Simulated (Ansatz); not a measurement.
`CC=C1CC1` + `O[SiH](F)O[SiH2]F` → `CO[SiH](F)O[SiH2]F` + `C=C1CC1`  (substitution at a C–C bond)

Gas-phase electronic energies from Ansatz, PBE0-D4/def2-TZVP geometries. CCSD(T)/CBS adds triple-zeta CCSD(T) − MP2 to the extrapolated MP2 energy (def2 sets, frozen cores). Each species was taken in one conformer, which may not be the lowest.

```tsv
species	CCSD(T)/CBS(def2) energy (Eh)
`CC=C1CC1`	-195.01097
`O[SiH](F)O[SiH2]F`	-930.79509
`CO[SiH](F)O[SiH2]F`	-970.03420
`C=C1CC1`	-155.74625
```

**Question.** Work out ΔE.

**Answer.** ΔE = (-970.03420) + (-155.74625) − (-195.01097) − (-930.79509) = 0.02561 Eh = +67.2 kJ/mol.

Largest T1 diagnostic among the species: 0.012.

In def2-TZVPP, CCSD(T) changes the Hartree–Fock value by +9.4 kJ/mol (the triples alone add +0.8 kJ/mol) and MP2 by +17.0 kJ/mol.
